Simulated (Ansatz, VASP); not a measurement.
## Two plane-wave programs on MnO

```
CELL_PARAMETERS angstrom
2.63627 0.00000 0.00000
0.00000 2.63627 0.00000
0.00000 0.00000 2.63627
ATOMIC_POSITIONS crystal
Mn 0.00000 0.00000 0.00000
O 0.50000 0.50000 0.50000
```

Measurements of this composition are mostly on another form, of space group No. 225.

Alike in both runs: task single point; functional PBE; k mesh 10 × 10 × 10; occupations fermi-dirac, width 0.05 eV; collinear spin.

```csv
,VASP,Ansatz
version,VASP 6.6.1,Ansatz 0.2.0
potentials or method,"VASP PAW PBE potentials, release 64 (Mn_pv, O)",Ansatz PAW
plane-wave cutoff (eV),520,420
valence electrons in the cell,19,21
```

|  | VASP | Ansatz | Ansatz less VASP |
| --- | --- | --- | --- |
| gap on the k mesh at the Fermi level (eV) | none | none | - |
| pressure (GPa) | 5.2 | 4.7 | -0.41 |
| net moment per atom (μB) | 1.84 | 1.83 | -0.003 |
| size of the moment on the site where the two differ most (μB) | 3.48 | 3.29 | -0.191 |

Site moments also hang on the region over which each program counts them. A gap of «none» marks a metal or a gap that the smearing closes. The two sets of potentials don't hold the same shells in valence.

Caveats: a cell with one magnetic atom can't hold antiferromagnetic order, which such compounds often take; semilocal functionals often make such compounds metallic where correlation or magnetic order opens a gap, which also shifts bond lengths; the pressure holds a Pulay correction of +0.7 GPa for the finite cutoff (Ansatz).
